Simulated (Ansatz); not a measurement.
ZrO2:
```yaml
crystal:
  lattice:
    - [5.08535, 0.00000, 0.00000]
    - [0.00000, 5.18096, 0.00000]
    - [-0.86737, 0.00000, 5.16886]
  atoms:
    - { symbol: Zr, position: [0.27773, 0.04254, 0.20930] }
    - { symbol: Zr, position: [0.72227, 0.54254, 0.29070] }
    - { symbol: Zr, position: [0.72227, 0.95746, 0.79070] }
    - { symbol: Zr, position: [0.27773, 0.45746, 0.70930] }
    - { symbol: O, position: [0.07252, 0.34128, 0.33723] }
    - { symbol: O, position: [0.92748, 0.84128, 0.16277] }
    - { symbol: O, position: [0.92748, 0.65872, 0.66277] }
    - { symbol: O, position: [0.07252, 0.15872, 0.83723] }
    - { symbol: O, position: [0.44768, 0.75811, 0.48146] }
    - { symbol: O, position: [0.55232, 0.25811, 0.01854] }
    - { symbol: O, position: [0.55232, 0.24189, 0.51854] }
    - { symbol: O, position: [0.44768, 0.74189, 0.98146] }
```

Relaxed with LDA. Special points in fractions of this cell's reciprocal vectors: Γ (0.000, 0.000, 0.000); Z (0.000, 0.500, 0.000); D (0.000, 0.500, 0.500); B (0.000, 0.000, 0.500); A (-0.500, 0.000, 0.500); E (-0.500, 0.500, 0.500); C2 (-0.500, 0.500, 0.000); Y2 (-0.500, 0.000, 0.000).

Task: List the band energies nearest the valence-band maximum at these points for the program Ansatz at the LDA level (PAW).

Result: In eV from the valence-band maximum; about four levels below and three above (degenerate sets whole), none deeper than 8.9 eV; points with the same levels are listed once.

```csv
k,below,above
Γ,-0.69 -0.45 -0.16 0.00,3.97 4.48 4.75
Z,-0.86 -0.86 -0.42 -0.42,4.55 4.55 5.00 5.00
D,-0.90 -0.90 -0.90 -0.90 -0.60 -0.60,4.38 4.38 4.58 4.58
B,-0.76 -0.76 -0.44 -0.44,4.25 4.25 4.62 4.62
A,-0.91 -0.91 -0.42 -0.42,3.86 3.86 4.94 4.94
E,-1.07 -1.07 -0.65 -0.65,4.16 4.16 4.71 4.71
C2,-0.94 -0.94 -0.59 -0.59,4.34 4.34 4.72 4.72
Y2,-0.69 -0.60 -0.35 -0.09,3.60 4.63 4.76
```

Space group P2_1/c. Symmetry was held in the LDA relaxation. No spin polarisation was allowed. Spin–orbit coupling is left out wherever it is not named.

Potentials: the later of the program's two PAW sets.
